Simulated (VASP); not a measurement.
## GaP: relaxation of cell and atoms with PBE

The system is GaP.

```
Ga P
1.0
     0.00000    2.72500    2.72500
     2.72500    0.00000    2.72500
     2.72500    2.72500    0.00000
Ga P
1 1
Direct
  0.00000 0.00000 0.00000
  0.25000 0.25000 0.25000
```

The cell was built by a generator and needn't be a form met in nature.

| Property | Result |
| --- | --- |
| Program | VASP 6.6.1 |
| Task | relaxation of cell and atoms |
| Functional | PBE |
| Potentials or basis | VASP PAW PBE potentials, release 64 (Ga_d, P) |
| Cutoff | 600 eV |
| k mesh | 8 × 8 × 8 |
| Occupations | gaussian, width 0.01 eV |
| Spin | no spin polarisation |
| Dipole correction | no |
| Further INCAR settings | ALGO = Normal; EDIFF = 1e-06; IBRION = 2; EDIFFG = -0.002; NSW = 80; ISIF = 3 |

```
Relaxed volume                         : 20.85 Å³/atom
Relaxed cell                           : a = 3.893 Å, b = 3.893 Å, c = 3.893 Å, α = 60.00°, β = 60.00°, γ = 60.00°
Space group after relaxing (to 0.05 Å) : F-43m (No. 216)
Energy gained by relaxing              : 4.7 meV/atom
Ionic steps                            : 9
Pressure after relaxing                : 0.0 GPa
Band gap on the k mesh                 : 1.58 eV, direct
```

The path:
| step | energy change (eV) | largest force (eV/Å) | pressure (GPa) | volume (Å³) |
| --- | --- | --- | --- | --- |
| 1 | 0.0000 | 0.0000 | 2.44 | 40.47 |
| 2 | -0.0075 | 0.0000 | -1.06 | 42.30 |
| 3 | -0.0094 | 0.0000 | 0.05 | 41.72 |
| 4 | -0.0094 | 0.0000 | -0.09 | 41.75 |
| 5 | -0.0094 | 0.0000 | 0.11 | 41.68 |
| 6 | -0.0094 | 0.0000 | -0.03 | 41.71 |
| 7 | -0.0094 | 0.0000 | 0.09 | 41.71 |
| 8 | -0.0094 | 0.0000 | -0.04 | 41.71 |
| 9 | -0.0094 | 0.0000 | -0.01 | 41.71 |

Final structure:
```
CELL_PARAMETERS angstrom
0.00000 2.75256 2.75256
2.75256 0.00000 2.75256
2.75256 2.75256 0.00000
ATOMIC_POSITIONS crystal
Ga 0.00000 0.00000 0.00000
P 0.25000 0.25000 0.25000
```

Levels at points of the mesh, in eV from the valence-band top:
```
           k point  band 5  band 6  band 7  band 8  band 9  band 10  band 11  band 12  band 13
(0.00, 0.00, 0.00)  -14.41  -12.27    0.00    0.00    0.00     1.58     3.90     3.90     3.90
(0.50, 0.00, 0.00)  -14.41  -10.30   -6.46   -1.07   -1.07     1.58     4.73     4.73     8.23
(0.50, 0.50, 0.00)  -14.39   -9.44   -6.61   -2.58   -2.58     1.72     1.85    10.37    10.37
```

It took 38 s on 1 thread of Intel(R) Xeon(R) Platinum 8488C (Sapphire Rapids), on a shared host, peak memory 0.19 GiB.

A k mesh can miss the band edges. Expect the measured gap to be larger: semilocal functionals such as PBE lack the derivative discontinuity.
